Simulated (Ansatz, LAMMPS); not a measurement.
# Structural relaxation of amorphous SiO2 (84 atoms), part 3 of 4

How does amorphous SiO2 (84 atoms) relax, and what do bonds, charges and levels look like afterwards?

Ansatz 0.2.0; Kohn-Sham DFT, PBE, PAW (set soft_2), plane waves.

The cell: 28 Si and 56 O. The quench rate of 50 K/ps is orders of magnitude faster than experiment. The network of bonds at the start is that of the classical potential that made the cell. Only the Γ point is sampled in the main run, in a cell whose shortest periodic width is 11 Å.

So far. Step 4 (Cell and atoms relaxed): The relaxation changed the energy by -55.0 meV/atom, and atoms moved by 0.23 Å r.m.s., 0.53 Å at most.

## (6) Single point at the relaxed geometry

One more single point at the end of the walk gives the fuller output and checks the residual forces.

input.yaml reads:

```yaml
crystal:
  lattice:
    - [10.72135, 0.44099, -0.33475]
    - [0.44099, 10.49085, -0.05406]
    - [-0.33475, -0.05406, 10.88689]
  atoms:
    - { symbol: Si, position: [0.75042, 0.26939, 0.62016] }
    - { symbol: Si, position: [0.46128, 0.85485, 0.38885] }
    - { symbol: Si, position: [0.95139, 0.74797, 0.65974] }
    - { symbol: Si, position: [0.27443, 0.01382, 0.18812] }
    - { symbol: Si, position: [0.46369, 0.15545, 0.05156] }
    - { symbol: Si, position: [0.86357, 0.03055, 0.07922] }
    - { symbol: Si, position: [0.76887, 0.71415, 0.85331] }
    - { symbol: Si, position: [0.73402, 0.48171, 0.24763] }
    - { symbol: Si, position: [0.11465, 0.69273, 0.2892] }
    - { symbol: Si, position: [0.33085, 0.01661, 0.6477] }
    - { symbol: Si, position: [0.15933, 0.43108, 0.95854] }
    - { symbol: Si, position: [0.54406, 0.10305, 0.49517] }
    - { symbol: Si, position: [0.09824, 0.91048, 0.49382] }
    - { symbol: Si, position: [0.31805, 0.50718, 0.19418] }
    - { symbol: Si, position: [0.47494, 0.32412, 0.83482] }
    - { symbol: Si, position: [0.39786, 0.74836, 0.63971] }
    - { symbol: Si, position: [0.86727, 0.48444, 0.01305] }
    - { symbol: Si, position: [0.17644, 0.66775, 0.80423] }
    - { symbol: Si, position: [0.9123, 0.58936, 0.43279] }
    - { symbol: Si, position: [0.2222, 0.25652, 0.74154] }
    - { symbol: Si, position: [0.75643, 0.245, 0.88029] }
    - { symbol: Si, position: [0.02122, 0.11396, 0.31241] }
    - { symbol: Si, position: [0.11023, 0.84599, 0.03689] }
    - { symbol: Si, position: [0.5222, 0.68495, 0.1755] }
    - { symbol: Si, position: [0.62228, 0.90179, 0.01807] }
    - { symbol: Si, position: [0.53901, 0.29531, 0.27426] }
    - { symbol: Si, position: [0.01013, 0.32136, 0.51361] }
    - { symbol: Si, position: [0.59955, 0.52329, 0.71623] }
    - { symbol: O, position: [0.16285, 0.30324, 0.87085] }
    - { symbol: O, position: [0.5653, 0.21008, 0.15095] }
    - { symbol: O, position: [0.50646, 0.20234, 0.38319] }
    - { symbol: O, position: [0.54113, 0.80457, 0.08824] }
    - { symbol: O, position: [0.98094, 0.94056, 0.02707] }
    - { symbol: O, position: [0.05204, 0.63723, 0.71912] }
    - { symbol: O, position: [0.14403, 0.79843, 0.39652] }
    - { symbol: O, position: [0.02756, 0.86437, 0.61221] }
    - { symbol: O, position: [0.00721, 0.47445, 0.4926] }
    - { symbol: O, position: [0.09895, 0.74465, 0.14782] }
    - { symbol: O, position: [0.83082, 0.63539, 0.97518] }
    - { symbol: O, position: [0.60788, 0.23293, 0.83619] }
    - { symbol: O, position: [0.67158, 0.35818, 0.29877] }
    - { symbol: O, position: [0.81283, 0.13617, 0.97608] }
    - { symbol: O, position: [0.9989, 0.01072, 0.41814] }
    - { symbol: O, position: [0.4175, 0.27453, 0.95948] }
    - { symbol: O, position: [0.42243, 0.40526, 0.26101] }
    - { symbol: O, position: [0.27855, 0.69881, 0.70626] }
    - { symbol: O, position: [0.97942, 0.64738, 0.31893] }
    - { symbol: O, position: [0.74664, 0.94287, 0.10067] }
    - { symbol: O, position: [0.53305, 0.73716, 0.31667] }
    - { symbol: O, position: [0.50667, 0.63159, 0.64395] }
    - { symbol: O, position: [0.42653, 0.10509, 0.58351] }
    - { symbol: O, position: [0.36238, 0.93354, 0.29193] }
    - { symbol: O, position: [0.71504, 0.60234, 0.76671] }
    - { symbol: O, position: [0.5278, 0.02879, 0.98451] }
    - { symbol: O, position: [0.15305, 0.07955, 0.25085] }
    - { symbol: O, position: [0.63219, 0.57103, 0.16319] }
    - { symbol: O, position: [0.38953, 0.62415, 0.13666] }
    - { symbol: O, position: [0.66575, 0.82678, 0.89398] }
    - { symbol: O, position: [0.66993, 0.15279, 0.56577] }
    - { symbol: O, position: [0.34466, 0.1256, 0.12741] }
    - { symbol: O, position: [0.8237, 0.22595, 0.75122] }
    - { symbol: O, position: [0.232, 0.92313, 0.07408] }
    - { symbol: O, position: [0.65612, 0.40258, 0.63243] }
    - { symbol: O, position: [0.21986, 0.98124, 0.54629] }
    - { symbol: O, position: [0.77942, 0.5489, 0.37503] }
    - { symbol: O, position: [0.86745, 0.28995, 0.5378] }
    - { symbol: O, position: [0.03505, 0.25123, 0.38104] }
    - { symbol: O, position: [0.90769, 0.10587, 0.20538] }
    - { symbol: O, position: [0.87571, 0.69196, 0.54038] }
    - { symbol: O, position: [0.85012, 0.45368, 0.15801] }
    - { symbol: O, position: [0.41203, 0.88923, 0.70635] }
    - { symbol: O, position: [0.85999, 0.79048, 0.76964] }
    - { symbol: O, position: [0.12053, 0.2848, 0.62292] }
    - { symbol: O, position: [0.56211, 0.95426, 0.44473] }
    - { symbol: O, position: [0.22152, 0.53952, 0.8811] }
    - { symbol: O, position: [0.78024, 0.38703, 0.93494] }
    - { symbol: O, position: [0.51994, 0.46897, 0.82619] }
    - { symbol: O, position: [0.23808, 0.42801, 0.09149] }
    - { symbol: O, position: [0.22452, 0.57456, 0.29424] }
    - { symbol: O, position: [0.38855, 0.78548, 0.49358] }
    - { symbol: O, position: [0.01349, 0.45899, 0.98645] }
    - { symbol: O, position: [0.13762, 0.78057, 0.90356] }
    - { symbol: O, position: [0.35806, 0.3195, 0.72952] }
    - { symbol: O, position: [0.26045, 0.10229, 0.75275] }
kpoints:
  mp_grid: { grid: [1, 1, 1] }
hamiltonian:
  xc: pbe
scf:
  occupations: { method: fermi_dirac, width: 0.025 }
output:
  forces: true
  stress: true
  populations: true
  dos:
    method: { smearing: { sigma: 0.08 } }
    de: 0.05
    projected: { site_lists: { O: [O], Si: [Si] } }
  eigenvalues: true
  write_density: true
  write_potential: true
  volumetric_format: npy
```

The run is started by

```bash
> ansatz run input.yaml --threads 4 --pin off --max-ram 8192MiB --backend cpu --events-out ev --progress --plain --runs-dir out
```

Numbers of over 12 decimals in the logs are rounded to 6 here.

Output:

```text
[...]
Crystal: 84 atoms, lattice volume = 1221.207 Å³
Basis set: ecut = 420 eV, 23867 PW (Γ), exchange–correlation on 144×144×150 points (8 copies of the dense FFT grid, shifted against one another)
Bands: 308, of which v1, the nominal top of the filled ones, is band 224 counted from 1 (223 counted from 0)
Symmetry: 1 space group operations
[...]
k-points: 1
[...]
SCF iter   1: F=—  HF=-49669.109589 eV  |F-HF|=—  |Δ(HF+E_count)|=         —  Δρ=1.83e-3  dr2=3.89e-2  ethr=1.77e-3  ⟨swp⟩=7.0  Hψ=1539  notcnv=0  defer=42
[...]
SCF iter   8: F=-49669.109440 eV  HF=-49669.109440 eV  |F-HF|=5.85e-8  |Δ(HF+E_count)|=   8.51e-8  Δρ=2.75e-6  dr2=7.40e-8  ethr=2.23e-11  ⟨swp⟩=19.0  Hψ=2713  notcnv=0
SCF 1 converged in 8 iterations: F = -49669.109440 eV  dr2 = 7.40e-8
[...]
WARN: The input density's exchange-correlation potential varies sharply where the density is thin. Do not read a vacuum level from v_tot or v_xc, or from such a field of the output density. On a cell that repeats whose density bears no net charge and no dipole along the vacuum's axis use v_es (v_loc + v_h of the components); [...]
SCF converged after 8 iterations
Free energy (F): -49669.109440 eV
[...]
Internal energy: -49669.109440 eV  (E = F + TS)
E sigma→0 (E₀):  -49669.109440 eV
Fermi energy:    3.965178 eV
[...]
--- Forces (eV/Å), atoms counted from 1 ---
  atom   1  Si     0.00161552    -0.00125886    -0.00253572
  atom   2  Si    -0.00442255    -0.00271037     0.00240344
  atom   3  Si     0.00556920     0.00019273    -0.00092262
  atom   4  Si    -0.00327174    -0.00321047    -0.00159422
  atom   5  Si    -0.00091910    -0.00323936     0.00038025
  atom   6  Si     0.00261156    -0.00065246    -0.00116250
  atom   7  Si     0.00208200    -0.00364111     0.00183339
  atom   8  Si    -0.00069652     0.00451160     0.00293872
  atom   9  Si    -0.00291835     0.00635448     0.00475106
  atom  10  Si    -0.00255262    -0.00159516    -0.00220847
  atom  11  Si     0.00229387     0.00263821    -0.00429919
  atom  12  Si    -0.00644122    -0.00184411     0.00105297
  atom  13  Si    -0.00004633    -0.00032449    -0.00117256
  atom  14  Si    -0.00299101     0.00282129    -0.00359993
[...]
atom  83  O      0.00315112     0.00218302    -0.00245237
  atom  84  O     -0.00066707     0.00086044     0.00035678
  max |Σ_I F_I| component: 3.46e-5 eV/Å
--- Stress (GPa, compression-positive) ---
       -0.000048       0.022542      -0.023063
        0.022545      -0.022627      -0.006888
       -0.023062      -0.006889       0.000739
  P = ⅓ Tr σ = -0.0073 GPa (-0.073 kbar)
--- Band table (eV) ---
[...]
--- Löwdin populations: 84 sites ---
  site symbol       q [e]
     0     Si      2.2130
     1     Si      2.2208
     2     Si      2.2129
[...]
83      O      6.7732
  spilling = 0.013711 (of n_electrons = 448.000000)
```

The job ended after 15 s (4 threads of Arm Neoverse V1, shared host; peak memory 1.3 GiB; 56 s of CPU time).

The program notes that the exchange-correlation potential is rough where the density is thin.

Read from the output:

- free energy: -49669.1094 eV
- free energy per atom: -591.2989 eV/atom
- SCF cycles: 8
- pressure: -0.007312 GPa
- r.m.s. force component: 0.00265 eV/Å
- longest force: 0.00923 eV/Å
- Fermi energy: 3.965 eV
- gap (highest filled to lowest empty level): 5.404 eV
- spilling of the projection: 0.01371

Löwdin charges by element (they lack the spilled electrons, 0.073 e an atom on average):

```csv
element,coordination,atoms,mean charge (e),spread,least,most
O,all,56,-0.784,0.007,-0.799,-0.773
Si,all,28,1.79,0.0082,1.77,1.80
```

Density of states as counts of states in windows of 1 eV (from the Fermi level), total and the larger projections:

```csv
from (eV),to (eV),total,O p,Si p
-10,-9,16.7,11.7,1.8
-9,-8,28.4,21.4,5.3
-8,-7,40.4,31.6,7.9
-7,-6,10.9,8.5,1.4
-6,-5,54.8,47.4,4.0
-5,-4,71.3,66.2,2.5
-4,-3,67.7,64.9,1.2
-3,-2,19.3,18.9,0.1
-2,2,0.0,0.0,0.0
2,3,2.0,0.1,0.0
3,4,0.0,0.0,0.0
4,5,12.1,1.2,3.5
```

Between -22 and -10 eV lie 138 more states.

The levels nearest the highest filled one (over half full), pooled over k-points and spins:

```csv
level less the highest filled one (eV),occupation
-0.177,2
-0.170,2
-0.137,2
-0.0728,2
-0.0596,2
0,2
5.40,0
6.95,0
7.10,0
7.14,0
7.27,0
7.37,0
```

Valence density in the bc plane at fractional x = 0.522, with atoms of Si and O within 0.2 Å of it. It is the smooth field of the valence electrons, not physical close to the nuclei.

Ten steps, logarithmic in the rise over the least value, from '_' (0.0 e/Å³) to '@' (6.2 e/Å³), each cell a mean:
```
@@@@%%++--::::----::....____________________....::::::::==##
####**--::::::------::::::::::::..________________......--++
----::....::--====------++**##++--..____________________..::
________..::==++++==--++##@@@@%%++::..______________________
________..::--======--++##@@@@%%++--..______________________
__________..::----------==**##**==--::::....______......____
____________............::--========++++==::........::....__
____......____________....::::--==##%%@@##==::............__
..::::::::..__________........::==##@@@@%%++--..........____
..--====--::..__________........--++####**==::..__________..
::--======--....________________..::------::............::::
====--------::..______________________..__..........::==++++
**++--::==++++--::..________________________....::--==**####
**++--==**%%%%##==::..__________________..::::------++##%%%%
==----==##@@@@%%**--::..______________..--++**++==--==++****
::....--++%%%%##++----::::..________..--++%%@@%%**==--------
______..--==++++==::--==--::..______..--**@@@@%%**==::......
________..::----::::--==--::........::--++####**==::..______
______..::==++++==--------::......::------==++==--....______
____..::==**####++==::::........::--==--..::======--::..____
__....--++##%%##++--..________..::------::==++####**==::..__
::------==******==::..__________..::::::--==**@@@@%%**--::::
****++==--====--::..________________......--++%%@@%%++----==
@@@@%%**==------::....____________________..--==++++----==##
```
Columns run along b (10.5 Å), rows up along c (10.9 Å). Atoms in or near the plane, at fractional coordinates: Si at (0.68, 0.18), Si at (0.30, 0.27), O at (0.20, 0.38), O at (0.74, 0.32), O at (0.63, 0.64), O at (0.03, 0.98), O at (0.47, 0.83).

Electrostatic potential energy in the bc plane at fractional x = 0.522, with atoms of Si and O within 0.2 Å of it. With pseudopotentials it is smooth inside the atoms' cores, unlike the true potential.

Ten even steps from '0' (-44 eV) to '9' (9 eV), each cell a mean:
```
003788899999999999999999998885
658999998888999999999999999998
999999986446876899999999999999
999999873004510289999999999999
999999874225510279999999999999
999999987677865678899999999999
999999999889987657789999999999
999999999999987665215899999999
999999999999998885003899999999
988889999999999998557999999999
874347899999999999999999999999
740004899999999999999999999988
640005899999999999999998878743
675443369999999999999998645522
998851027889999999999876523667
999984235568999999998312556789
999998730016899999996102688899
999998720005899999876446899999
999999752247899998630147999999
999996457788999998500016899999
998874238999999998620034469999
988644579999999999876651027999
777423689999999999998884248888
113645789999999999999999888885
```
Columns run along b (10.5 Å; values clipped at the 3rd and 97th percentile), rows up along c (10.9 Å). Atoms in or near the plane, at fractional coordinates: Si at (0.68, 0.18), Si at (0.30, 0.27), O at (0.20, 0.38), O at (0.74, 0.32), O at (0.63, 0.64), O at (0.03, 0.98), O at (0.47, 0.83).

Mean Löwdin charges: O -0.78, Si +1.79 e (they miss 1.4 % of the electrons, so they add up to more than the cell's charge).

Local excerpt of 10 atoms (numbers count through the whole input) about O83, picked at random; x, y, z are measured from there.

```csv
atom,x,y,z,distance (Å),bonds,Löwdin charge (e)
O83,0.00,0.00,0.00,0.00,2,-0.77
Si15,1.22,0.09,1.11,1.65,4,1.77
Si20,-1.49,-0.72,0.18,1.66,4,1.78
O44,0.54,-0.46,2.49,2.59,2,-0.78
O77,1.77,1.63,0.99,2.60,2,-0.78
O84,-1.15,-2.32,0.30,2.61,2,-0.77
O29,-2.15,-0.26,1.60,2.69,2,-0.77
O73,-2.53,-0.46,-1.08,2.79,2,-0.78
O51,0.69,-2.21,-1.60,2.82,2,-0.79
O40,2.60,-0.80,1.08,2.93,2,-0.79
```

The column of bonds counts only the pairs O-Si within 2.08 Å; other neighbours, such as metal atoms beside each other in a compound, aren't counted, and periodic images can show an atom twice.

## (7) K-mesh 2×2×2

Large cells are often run on few k-points; this run checks whether the reference had enough.

Edit input.yaml of step 6 so:

```diff
@@ -8,3 +8,3 @@
 kpoints:
-  mp_grid: { grid: [1, 1, 1] }
+  mp_grid: { grid: [2, 2, 2] }
 hamiltonian:
@@ -22,4 +22 @@
   eigenvalues: true
-  write_density: true
-  write_potential: true
-  volumetric_format: npy
```

Output:

```text
[...]
Crystal: 84 atoms, lattice volume = 1221.207 Å³
Basis set: ecut = 420 eV, 23867 PW (Γ), exchange–correlation on 144×144×150 points (8 copies of the dense FFT grid, shifted against one another)
Bands: 308, of which v1, the nominal top of the filled ones, is band 224 counted from 1 (223 counted from 0)
Symmetry: 1 space group operations
[...]
k-points: 8
[...]
SCF iter   1: F=—  HF=-49669.133010 eV  |F-HF|=—  |Δ(HF+E_count)|=         —  Δρ=1.84e-3  dr2=3.96e-2  ethr=1.77e-3  ⟨swp⟩=6.9  Hψ=12213  notcnv=0  defer=333
[...]
SCF iter   7: F=—  HF=-49669.134207 eV  |F-HF|=—  |Δ(HF+E_count)|=   1.76e-7  Δρ=5.07e-6  dr2=3.07e-7  ethr=4.51e-10  ⟨swp⟩=2.0  Hψ=3461  notcnv=0  defer=625
SCF iter   8: F=-49669.134206 eV  HF=-49669.134206 eV  |F-HF|=5.76e-8  |Δ(HF+E_count)|=   8.66e-8  Δρ=2.75e-6  dr2=7.42e-8  ethr=2.23e-11  ⟨swp⟩=14.1  Hψ=14795  notcnv=0
SCF 1 converged in 8 iterations: F = -49669.134206 eV  dr2 = 7.42e-8
[...]
SCF converged after 8 iterations
Free energy (F): -49669.134206 eV
[...]
Internal energy: -49669.134206 eV  (E = F + TS)
E sigma→0 (E₀):  -49669.134206 eV
Fermi energy:    3.990180 eV
[...]
Σ components = -49669.134206   (vs F -49669.134206, Δ=0.00e0)
--- Forces (eV/Å), atoms counted from 1 ---
  atom   1  Si     0.00130634    -0.00062927    -0.00322105
  atom   2  Si    -0.00415294    -0.00270185     0.00270415
  atom   3  Si     0.00622406     0.00228048     0.00008544
  atom   4  Si    -0.00287996    -0.00462945    -0.00146144
[...]
atom  84  O      0.00007303     0.00072722     0.00328987
  max |Σ_I F_I| component: 3.10e-5 eV/Å
--- Stress (GPa, compression-positive) ---
        0.001322       0.023316      -0.022777
        0.023320      -0.021681      -0.006889
       -0.022775      -0.006891       0.006814
  P = ⅓ Tr σ = -0.0045 GPa (-0.045 kbar)
--- Band table (eV; the first three rows and the last of 8) ---
[...]
--- Löwdin populations: 84 sites ---
  site symbol       q [e]
     0     Si      2.2129
     1     Si      2.2207
     2     Si      2.2125
[...]
83      O      6.7733
  spilling = 0.013713 (of n_electrons = 448.000000)
```

Run time: 2.1 min. Hardware: 4 threads; peak memory 7 GiB.

Geometry and reference: those of the single point at the relaxed geometry.

Forces differ from those of the single point at the relaxed geometry by 1.2 meV/Å r.m.s.; the energy by -0.29 meV/atom and the gap by -0.0098 eV. It took 2.1 min and 8 cycles; the reference's time can't be set against it, since the two runs asked for unlike analyses.

(Continued in part 4 of 4.)

[Logs are printed without paths, hosts, clocks, repeated set-up lines and the standing remarks that a program may print on its own settings, such as how far it seeks lower states.]

[Hosts, paths, dates, database ids (printed as entryN), source tags and the programs' standing remarks are cut or masked in the printed files.]
